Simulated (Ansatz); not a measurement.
Computed with DFT PBE, scalar-relativistic, plane waves, PAW (Ansatz). All cells share a 420 eV cutoff and Γ-centred k meshes spaced at most about 0.3 Å⁻¹ (about 0.25 or finer for metals, 2π included). No spin polarisation in the final relaxations.

These are static total energies at zero pressure. All come from trial cells, and lower structures may exist.

Problem. Order these relaxed structures of Al by energy, lowest first, with the energy over the lowest of them.
A.

```cif
data_structure
_symmetry_space_group_name_H-M 'Pm-3m'
_symmetry_Int_Tables_number 221
_cell_length_a 2.7216
_cell_length_b 2.7216
_cell_length_c 2.7216
_cell_angle_alpha 90.000
_cell_angle_beta 90.000
_cell_angle_gamma 90.000
_cell_volume 20.16
loop_
_atom_site_label
_atom_site_type_symbol
_atom_site_symmetry_multiplicity
_atom_site_Wyckoff_symbol
_atom_site_fract_x
_atom_site_fract_y
_atom_site_fract_z
_atom_site_occupancy
Al1 Al 1 b 0.50000 0.50000 0.50000 1
```

B.

```cif
data_structure
_symmetry_space_group_name_H-M 'P6/mmm'
_symmetry_Int_Tables_number 191
_cell_length_a 4.5467
_cell_length_b 4.5467
_cell_length_c 2.7539
_cell_angle_alpha 90.000
_cell_angle_beta 90.000
_cell_angle_gamma 120.000
_cell_volume 49.30
loop_
_atom_site_label
_atom_site_type_symbol
_atom_site_symmetry_multiplicity
_atom_site_Wyckoff_symbol
_atom_site_fract_x
_atom_site_fract_y
_atom_site_fract_z
_atom_site_occupancy
Al1 Al 2 d 0.33333 0.66667 0.50000 1
```

Solution. A (0 meV/atom), B (127 meV/atom). Forms: A simple cubic type, Pm-3m; B P6/mmm. Counting all near atoms (those within 1.25 times the shortest distance at each site): A has Al 6; B has Al 5.

Cells relaxed within their symmetry can be saddle points. The part of the Crystallography Open Database at hand lists Al in space groups No. 225, 229; no cell shown has one of them. Some types were kept out of the candidates beforehand, so the set may lack a known form.
